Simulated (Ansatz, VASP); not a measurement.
# Cross-check of GaAs between VASP and Ansatz

One calculation is typed for both programs; each brings its own data sets and cutoff. How far apart do they land?

Program: Ansatz 0.2.0. Level of theory: plane waves, with VASP 6.6.1 beside it; band structure at LDA, band structure at r2SCAN and band structure at PBE, spin-orbit coupling. Results are calculated unless marked as measured.

## Step 1: The starting structure

The structure is cubic, space group F-43m (No. 216). Conventional cell: a = 5.654 Å, b = 5.654 Å, c = 5.654 Å, α = 90.00°, β = 90.00°, γ = 90.00°. Nearest to Ga lie 4 As at 2.45 Å. As has 4 Ga at 2.45 Å nearest. Farther neighbours are not listed.

## Step 2: Ansatz: band structure, LDA

Ansatz runs on its default PAW (the set named soft_2) files.

The same path points are solved in both programs, so levels can be compared one by one.

input.yaml reads:

```yaml
crystal:
  lattice:
    - [0.0, 2.82685, 2.82685]
    - [2.82685, 0.0, 2.82685]
    - [2.82685, 2.82685, 0.0]
  atoms:
    - { symbol: Ga, position: [0.0, 0.0, 0.0] }
    - { symbol: As, position: [0.25, 0.25, 0.25] }
hamiltonian:
  xc: lda
  pseudopotentials: { kind: paw }
kpoints:
  mp_grid: { grid: [4, 4, 4] }
  band_path:
    path:
      - [0.0, 0.0, 0.0]
      - [0.16667, 0.0, 0.16667]
      - [0.33333, 0.0, 0.33333]
      - [0.5, 0.0, 0.5]
      - [0.5, 0.08333, 0.58333]
      - [0.5, 0.18333, 0.68333]
      - [0.5, 0.25, 0.75]
      - [0.45, 0.3, 0.75]
      - [0.40833, 0.34167, 0.75]
      - [0.35, 0.35, 0.7]
      - [0.225, 0.225, 0.45]
      - [0.075, 0.075, 0.15]
      - [0.03333, 0.03333, 0.03333]
      - [0.23333, 0.23333, 0.23333]
      - [0.4, 0.4, 0.4]
      - [0.51667, 0.46667, 0.51667]
      - [0.55833, 0.38333, 0.55833]
      - [0.60833, 0.28333, 0.60833]
      - [0.60833, 0.25, 0.64167]
      - [0.55833, 0.25, 0.69167]
      - [0.51667, 0.25, 0.73333]
      - [0.5, 0.3, 0.7]
      - [0.5, 0.38333, 0.61667]
      - [0.5, 0.48333, 0.51667]
      - [0.475, 0.475, 0.55]
      - [0.425, 0.425, 0.65]
      - [0.38333, 0.38333, 0.73333]
      - [0.59167, 0.18333, 0.59167]
      - [0.55, 0.1, 0.55]
      - [0.5, 0.0, 0.5]
    npoints: 1
scf:
  occupations: { method: gaussian, width: 0.02 }
  n_extra_bands: 7
output:
  forces: true
  stress: true
  eigenvalues: true
```

Command:

```console
$ ansatz run input.yaml --threads 2 --pin off --max-ram 4608MiB --backend cpu --events-out ev --progress --plain --runs-dir out
```

Numbers of over 12 decimals in the logs are rounded to 6 here.

Log:

```text
scf.n_extra_bands = 7 over 14 filled bands (N_el = 28.0): the run solves 21 bands
Engine: ansatz 0.2.0, aarch64-unknown-linux-gnu
Pseudopotentials: kind: paw
Pseudopotential: Ga, paw, valence charge 13, recommended cutoff 420 eV (normal), Ga.paw.azcp
Pseudopotential: As, paw, valence charge 15, recommended cutoff 420 eV (normal), As.paw.azcp
Functional definition: SPW92
  exchange = slater_x
  correlation = pw_c
Crystal: 2 atoms, lattice volume = 45.179 Å³
Basis set: ecut = 420 eV, 893 PW (Γ)
Bands: 21, of which v1, the nominal top of the filled ones, is band 14 counted from 1 (13 counted from 0)
Symmetry: 24 space group operations
Space group: F-43m (ITA 216), of the structure as read, at distance tolerance 3.6e-5 Å
k-points: 8 of 64 (time reversal used)
Non-local potential: Ga, projectors of the file, l = 0: 2, l = 1: 2, l = 2: 3, l = 3: 1
Non-local potential: As, projectors of the file, l = 0: 2, l = 1: 2, l = 2: 3, l = 3: 1
PAW form: soft (Blöchl's): semilocal exchange-correlation on the pseudo side does not see the compensation charge
PAW frozen core: Ga, regenerated for the run's functional, and the local potential with it (the file was generated under x = pbe(κ = 0.804, μ = 0.219515), c = pbe(β = 0.066725))
PAW frozen core: As, regenerated for the run's functional, and the local potential with it (the file was generated under x = pbe(κ = 0.804, μ = 0.219515), c = pbe(β = 0.066725))
PAW one-centre angular grid: Ga, 590 points (default); XC on 64 Gauss nodes
PAW one-centre angular grid: As, 590 points (default); XC on 64 Gauss nodes
Initial density: superposition of atomic densities (neutral atoms: chi_scale 0, normalization atom), corrected by the library's trained network
Initial wavefunctions: pseudopotential atomic-orbital guess
Functional: x = slater, c = lda
SCF iter   1: F=—  HF=-8481.100276 eV  |F-HF|=—  |Δ(HF+E_count)|=         —  Δρ=3.21e-3  dr2=2.11e-3  ethr=1.77e-3  ⟨swp⟩=6.1  Hψ=789  notcnv=0
preconditioner: auto → none  [insulator: Δε(μ)=0.256 eV  Ē_g=18.017 eV  σ=0.020 eV  W_gap=1.00  n_scr=14 (ndim 8)  ℏωp=23.4 eV  f_vac=0.086  D(μ)=0.00/eV (n_scr^D=0)  ε∞_Penn≈2.7]
SCF iter   2: F=—  HF=-8481.098607 eV  |F-HF|=—  |Δ(HF+E_count)|=   1.67e-3  Δρ=1.70e-3  dr2=4.57e-4  ethr=7.52e-6  ⟨swp⟩=2.9  Hψ=341  notcnv=0  defer=11
SCF iter   3: F=—  HF=-8481.098558 eV  |F-HF|=—  |Δ(HF+E_count)|=   4.88e-5  Δρ=5.57e-4  dr2=9.96e-5  ethr=1.63e-6  ⟨swp⟩=2.0  Hψ=271  notcnv=0  defer=11
SCF iter   4: F=—  HF=-8481.098465 eV  |F-HF|=—  |Δ(HF+E_count)|=   9.30e-5  Δρ=1.35e-4  dr2=4.85e-6  ethr=3.56e-7  ⟨swp⟩=2.0  Hψ=216  notcnv=0  defer=11
SCF iter   5: F=—  HF=-8481.098464 eV  |F-HF|=—  |Δ(HF+E_count)|=   1.10e-6  Δρ=4.21e-5  dr2=6.06e-7  ethr=1.73e-8  ⟨swp⟩=2.0  Hψ=258  notcnv=0  defer=11
SCF iter   6: F=-8481.098463 eV  HF=-8481.098463 eV  |F-HF|=1.42e-8  |Δ(HF+E_count)|=   5.73e-7  Δρ=7.92e-6  dr2=2.96e-8  ethr=3.57e-10  ⟨swp⟩=7.4  Hψ=800  notcnv=0
SCF 1 converged in 6 iterations: F = -8481.098463 eV  dr2 = 2.96e-8
  greatest PAW one-centre occupation: 0.999 electrons in one spin orbital (limit 2), on the As atom at site 1 (counted from 0), in its partial waves of l = 2
NSCF: frozen V_eff on 30 k-points
SCF converged after 6 iterations
Free energy (F): -8481.098463 eV
Harris-Foulkes:  -8481.098463 eV  (|F-HF|=1.42e-8)
Internal energy: -8481.098463 eV  (E = F + TS)
E sigma→0 (E₀):  -8481.098463 eV
Fermi energy:    8.054572 eV
--- Per-component energies (eV) ---
  E_band       = -322.386387
  E_kinetic    = 220.631332
  E_local      = -3928.919439  (includes V_loc(G=0)·N_el)
  E_nonlocal   = -238.057598
  E_hartree    = 1975.505105
  E_xc         = -147.753696
  E_vxc        = -138.223926  (∫ρ·V_xc dr)
  E_paw        = -3667.579946  (= ΣΔE_a)
  E_vpaw       = -188.829083  (= ΣTr[D̂ρ^β])
  E_aug_tail   = -0.000146  (compensation charges beyond the density's cutoff)
  E_ewald      = -2698.727786
  E_core_change = 3.803710  (= ΣΔE_core)
  E_smearing   = -0.000000  (= −TS)
  E_closure    = -0.000000  (closes the sum)
  Σ components = -8481.098463   (vs F -8481.098463, Δ=0.00e0)
--- Forces (eV/Å), atoms counted from 1 ---
  atom   1  Ga     0.00000000    -0.00000000    -0.00000000
  atom   2  As    -0.00000000     0.00000000     0.00000000
  max |Σ_I F_I| component: 2.73e-16 eV/Å
--- Stress (GPa, compression-positive) ---
       -1.684446       0.000000      -0.000000
        0.000000      -1.684446       0.000000
       -0.000000       0.000000      -1.684446
  P = ⅓ Tr σ = -1.6844 GPa (-16.844 kbar)
--- Band table (eV; the first three rows and the last of 8) ---
  k-point 0: bands = [... 10 lower, -4.8673, 7.9218, 7.9218, 7.9218, 8.1857, 11.5681, 11.5681, 11.5681, ... 3 higher]
  k-point 1: bands = [... 10 lower, -4.1762, 3.7016, 7.2355, 7.2355, 9.1942, 12.4375, 12.4375, 13.7173, ... 3 higher]
  k-point 2: bands = [... 10 lower, -3.1027, 1.2028, 6.7700, 6.7700, 8.7378, 12.4788, 12.4788, 15.4538, ... 3 higher]
  k-point 7: bands = [... 10 lower, -2.3035, 1.2014, 4.3470, 4.5333, 12.4388, 12.5307, 13.1813, 13.8395, ... 3 higher]
```

Run time: 0.99 s. Hardware: 2 threads of Arm Neoverse V2, shared host; peak memory 0.28 GiB.

In the SCF lines HF is the Harris–Foulkes energy and dr2 the Hartree energy of the density residual, in eV; the loop may stop once dr2 is under the threshold and the program's other checks hold. Hψ counts applications of the Hamiltonian.

## Step 3: VASP: band structure, LDA

The same cell, functional (in two slightly different forms), mesh and smearing now go to VASP, with its own data sets and cutoff.

Lines of VASP's logs that name or quote its potential files are left out, and so is its time.

INCAR reads:

```
SYSTEM = GaAs
PREC = Accurate
ENCUT = 400
EDIFF = 1E-06
NELM = 100
ISMEAR = 0
SIGMA = 0.02
LREAL = .FALSE.
ALGO = Normal
GGA = CA
NBANDS = 21
LORBIT = 11
LWAVE = .FALSE.
LCHARG = .FALSE.
KPAR = 4
```

POSCAR reads:

```
GaAs
1.0
    0.0000000000      2.8268500000      2.8268500000
    2.8268500000      0.0000000000      2.8268500000
    2.8268500000      2.8268500000      0.0000000000
Ga As
1 1
Direct
    0.0000000000      0.0000000000      0.0000000000
    0.2500000000      0.2500000000      0.2500000000
```

KPOINTS reads:

```
Automatic mesh
0
Gamma
4 4 4
0 0 0
```

KPOINTS_OPT reads:

```
Line mode
16
Line-mode
Reciprocal
  0.00000000   0.00000000   0.00000000 GAMMA
  0.50000000   0.00000000   0.50000000 X

  0.50000000   0.00000000   0.50000000 X
  0.50000000   0.25000000   0.75000000 W

  0.50000000   0.25000000   0.75000000 W
  0.37500000   0.37500000   0.75000000 K

  0.37500000   0.37500000   0.75000000 K
  0.00000000   0.00000000   0.00000000 GAMMA

  0.00000000   0.00000000   0.00000000 GAMMA
  0.50000000   0.50000000   0.50000000 L

  0.50000000   0.50000000   0.50000000 L
  0.62500000   0.25000000   0.62500000 U

  0.62500000   0.25000000   0.62500000 U
  0.50000000   0.25000000   0.75000000 W

  0.50000000   0.25000000   0.75000000 W
  0.50000000   0.50000000   0.50000000 L

  0.50000000   0.50000000   0.50000000 L
  0.37500000   0.37500000   0.75000000 K

  0.62500000   0.25000000   0.62500000 U
  0.50000000   0.00000000   0.50000000 X
```

Potentials, in the order of the species: Ga_d and As (PBE family, release 64).

Command:

```console
$ mpirun -np 4 vasp_std
```

Log:

```text
[banner, memory and clock lines left out]
running    4 mpi-ranks, on    1 nodes
 distrk:  each k-point on    1 cores,    4 groups
 distr:  one band on    1 cores,    1 groups

 POSCAR found type information on POSCAR GaAs
 POSCAR found :  2 types and       2 ions
|                                                                             |
|               ----> ADVICE to this user running VASP <----                  |
|                                                                             |
|     You enforced a specific xc type in the INCAR file but a different       |
|     [... a line on the potential file left out ...]
|     I HOPE YOU KNOW WHAT YOU ARE DOING!                                     |
|                                                                             |

 LDA part: xc-table for (Slater(with rela. corr.)+CA(PZ))
 , standard interpolation
 POSCAR, INCAR and KPOINTS ok, starting setup
 FFT: planning ... GRIDC
 FFT: planning ... GRID_SOFT
 FFT: planning ... GRID
 WAVECAR not read
 entering main loop
       N       E                     dE             d eps       ncg     rms          rms(c)
DAV:   1     0.100757959675E+03    0.10076E+03   -0.70910E+03   356   0.101E+03
DAV:   2     0.708700637210E+00   -0.10005E+03   -0.92389E+02   369   0.281E+02
DAV:   3    -0.959374056100E+01   -0.10302E+02   -0.10223E+02   381   0.651E+01
DAV:   4    -0.977658562496E+01   -0.18285E+00   -0.18278E+00   406   0.917E+00
DAV:   5    -0.977844375214E+01   -0.18581E-02   -0.18581E-02   382   0.927E-01    0.302E+00
DAV:   6    -0.954224463256E+01    0.23620E+00   -0.22093E-01   503   0.802E+00    0.174E+00
DAV:   7    -0.949535307726E+01    0.46892E-01   -0.64270E-02   452   0.164E+00    0.557E-01
DAV:   8    -0.949114164367E+01    0.42114E-02   -0.99213E-03   389   0.868E-01    0.121E-01
DAV:   9    -0.949114049613E+01    0.11475E-05   -0.75649E-04   446   0.273E-01    0.449E-02
DAV:  10    -0.949115164107E+01   -0.11145E-04   -0.42000E-05   445   0.520E-02    0.241E-02
DAV:  11    -0.949115928035E+01   -0.76393E-05   -0.76442E-06   422   0.334E-02    0.395E-03
DAV:  12    -0.949115910090E+01    0.17945E-06   -0.47783E-07   309   0.752E-03
   1 F= -.94911591E+01 E0= -.94911591E+01  d E =-.165073E-25
 Start KPOINTS_OPT (optional k-point list driver)
k-point batch [1-8\160]
       N       E                     dE             ncg
DAV:   1    -0.399495056235E+02   -0.81095E+03      351
DAV:   2    -0.825909925340E+03   -0.78596E+03      366
DAV:   3    -0.907444935107E+03   -0.81535E+02      376
DAV:   4    -0.908952932875E+03   -0.15080E+01      391
DAV:   5    -0.908967828865E+03   -0.14896E-01      412
DAV:   6    -0.908968173578E+03   -0.34471E-03      415
DAV:   7    -0.908968185271E+03   -0.11693E-04      388
DAV:   8    -0.908968185722E+03   -0.45110E-06      309
[...]
k-point batch [153-160\160]
       N       E                     dE             ncg
DAV:   1    -0.166071830369E+03   -0.48472E+04      372
DAV:   2    -0.942745314628E+03   -0.77667E+03      346
DAV:   3    -0.101929130002E+04   -0.76546E+02      428
DAV:   4    -0.102059555604E+04   -0.13043E+01      411
DAV:   5    -0.102060813469E+04   -0.12579E-01      385
DAV:   6    -0.102060851959E+04   -0.38489E-03      475
DAV:   7    -0.102060852493E+04   -0.53419E-05      415
DAV:   8    -0.102060852515E+04   -0.22211E-06      339
```

From OUTCAR (step 3):

```text
ion  position               nearest neighbor table
   1  0.000  0.000  0.000-   2 2.45   2 2.45   2 2.45   2 2.45
   2  0.250  0.250  0.250-   1 2.45   1 2.45   1 2.45   1 2.45

  LATTYP: Found a face centered cubic cell.
 ALAT       =     5.6537000000

 Subroutine GETGRP returns: Found 24 space group operations
 (whereof 24 operations were pure point group operations)

The static configuration has the point symmetry T_d .

 Found      8 irreducible k-points:

   k-points           NKPTS =      8   k-points in BZ     NKDIM =      8   number of bands    NBANDS=     21

   dimension x,y,z NGX =    28 NGY =   28 NGZ =   28
   dimension x,y,z NGXF=    56 NGYF=   56 NGZF=   56

   ENCUT  =  400.0 eV  29.40 Ry    5.42 a.u.   6.52  6.52  6.52*2*pi/ulx,y,z

   NELECT =      18.0000    total number of electrons

 k-points in reciprocal lattice and weights: Automatic mesh
   0.00000000  0.00000000  0.00000000       0.016
   0.25000000  0.00000000  0.00000000       0.125
   0.50000000  0.00000000  0.00000000       0.062
   0.25000000  0.25000000  0.00000000       0.094
   0.50000000  0.25000000  0.00000000       0.375
  -0.25000000  0.25000000  0.00000000       0.188
   0.50000000  0.50000000  0.00000000       0.047
  -0.25000000  0.50000000  0.25000000       0.094

 average (electrostatic) potential at core
       1 -66.0687       2 -50.0379

 E-fermi :   3.8393

 k-point     1 :       0.0000    0.0000    0.0000
  band No.  band energies     occupation
    ...
      5     -11.1168      2.00000
      6      -9.0830      2.00000
      7       3.6954      2.00000
      8       3.6954      2.00000
      9       3.6954      2.00000
     10       4.0147      0.00000
     11       7.3222      0.00000
     12       7.3222      0.00000
     13       7.3222      0.00000
     14      10.9918      0.00000
    ...

 k-point     2 :       0.2500    0.0000    0.0000
  band No.  band energies     occupation
    ...
      5     -11.1161      2.00000
      6      -8.3868      2.00000
      7      -0.5223      2.00000
      8       3.0036      2.00000
      9       3.0036      2.00000
     10       4.9851      0.00000
     11       8.1955      0.00000
     12       8.1955      0.00000
     13       9.5029      0.00000
     14      12.4089      0.00000
    ...

 k-point     3 :       0.5000    0.0000    0.0000
  band No.  band energies     occupation
    ...
      5     -11.1125      2.00000
      6      -7.3009      2.00000
      7      -3.0392      2.00000
      8       2.5355      2.00000
      9       2.5355      2.00000
     10       4.5277      0.00000
     11       8.2349      0.00000
     12       8.2349      0.00000
     13      11.2129      0.00000
     14      13.8919      0.00000
    ...

  Total       -0.4259559     -0.4259559     -0.4259559     -0.0000000     -0.0000000     -0.0000000
  in kB      -15.1055622    -15.1055622    -15.1055622     -0.0000000     -0.0000000     -0.0000000
  external PRESSURE =     -15.1055622 kB  Pullay stress =       0.0000000 kB

  energy-cutoff  :      400.00
  volume of cell :       45.18
      direct lattice vectors                 reciprocal lattice vectors
     0.000000000  2.826850000  2.826850000    -0.176875321  0.176875321  0.176875321
     2.826850000  0.000000000  2.826850000     0.176875321 -0.176875321  0.176875321
     2.826850000  2.826850000  0.000000000     0.176875321  0.176875321 -0.176875321

 POSITION                                       TOTAL-FORCE (eV/Angst)
 -----------------------------------------------------------------------------------
      0.00000      0.00000      0.00000         0.000000     -0.000000      0.000000
      1.41342      1.41342      1.41342        -0.000000      0.000000     -0.000000
 -----------------------------------------------------------------------------------
    total drift:                                0.000001      0.000001      0.000001

  FREE ENERGIE OF THE ION-ELECTRON SYSTEM (eV)
  ---------------------------------------------------
  free  energy   TOTEN  =        -9.4911591009 eV

  energy  without entropy=       -9.4911591009  energy(sigma->0) =       -9.49115910

 total charge
# of ion       s       p       d       tot
------------------------------------------
    1        0.869   0.811   9.997  11.677
    2        1.204   1.620   0.030   2.854
--------------------------------------------------
tot          2.073   2.431  10.027  14.531

[... 3 further parts left out ...]
```

Spin-orbit coupling is off here; it would split degenerate levels, and it lifts a valence top of As p states by about 0.1 eV. The PAW data sets were made with PBE, though LDA sets exist; this is a small mismatch.

## Step 4: Side by side

Known differences besides the potentials themselves: the two LDA forms differ slightly; the data sets hold 28 valence electrons in Ansatz (default PAW (the set named soft_2) files) and 18 in VASP; the cutoff is 420 eV in Ansatz and 400 eV in VASP; Ansatz makes its cores anew for this functional, VASP keeps those of its PBE data sets; VASP's log shows a relativistic correction to its local exchange, Ansatz's none. Total energies have different zeros and are not compared.

Both answers:

| quantity | Ansatz | VASP | difference |
| --- | --- | --- | --- |
| pressure (GPa) | -1.68 | -1.51 | -0.17 |
| gap over the path points (eV) | 0.264 | 0.320 | -0.056 |

Levels at points of the path, from each program's valence-band top (eV; 3 filled, then empty):

| k (reciprocal lattice) | Ansatz | VASP |
| --- | --- | --- |
| 0.000 0.000 0.000 | 0.00 0.00 0.00 0.26 3.65 3.65 | 0.00 0.00 0.00 0.32 3.63 3.63 |
| 0.167 0.000 0.167 | -2.81 -1.03 -1.03 2.40 2.95 5.20 | -2.79 -1.03 -1.03 2.39 2.97 5.19 |
| 0.333 0.000 0.333 | -5.44 -2.25 -2.25 1.43 2.50 7.93 | -5.44 -2.26 -2.26 1.42 2.50 7.92 |
| 0.500 0.000 0.500 | -6.91 -2.70 -2.70 1.31 1.52 10.02 | -6.92 -2.72 -2.72 1.29 1.51 10.03 |
| 0.500 0.083 0.583 | -6.86 -2.95 -2.90 1.83 2.06 8.98 | -6.88 -2.97 -2.92 1.82 2.05 8.98 |
| 0.500 0.183 0.683 | -6.75 -3.45 -3.29 3.46 3.63 6.57 | -6.77 -3.47 -3.31 3.45 3.63 6.57 |
| 0.500 0.250 0.750 | -6.72 -3.58 -3.39 4.52 4.61 5.26 | -6.74 -3.59 -3.41 4.53 4.60 5.26 |
| 0.450 0.300 0.750 | -6.71 -3.76 -2.97 3.18 4.61 6.19 | -6.73 -3.78 -2.99 3.18 4.61 6.19 |
| 0.408 0.342 0.750 | -6.72 -3.88 -2.46 2.13 4.54 7.25 | -6.73 -3.90 -2.48 2.13 4.54 7.26 |
| 0.350 0.350 0.700 | -6.63 -4.01 -2.10 1.98 5.36 7.43 | -6.64 -4.03 -2.12 1.97 5.36 7.42 |

Among the levels compared at these points, filled levels agree within 21 meV and empty ones within 56 meV.

[end of part 1 of 2]

[Lines on the potential files, build, host, timing and source positions are cut from VASP's logs without a mark.]

[Logs are printed without paths, hosts, clocks, repeated set-up lines and the standing remarks that a program may print on its own settings, such as how far it seeks lower states.]

[Hosts, paths, dates, database ids (printed as entryN), source tags and the programs' standing remarks are cut or masked in the printed files.]

[VASP's PBE data sets in a run with another functional are called a small mismatch above; for pressures it isn't always small: they can move by 1 GPa and more.]
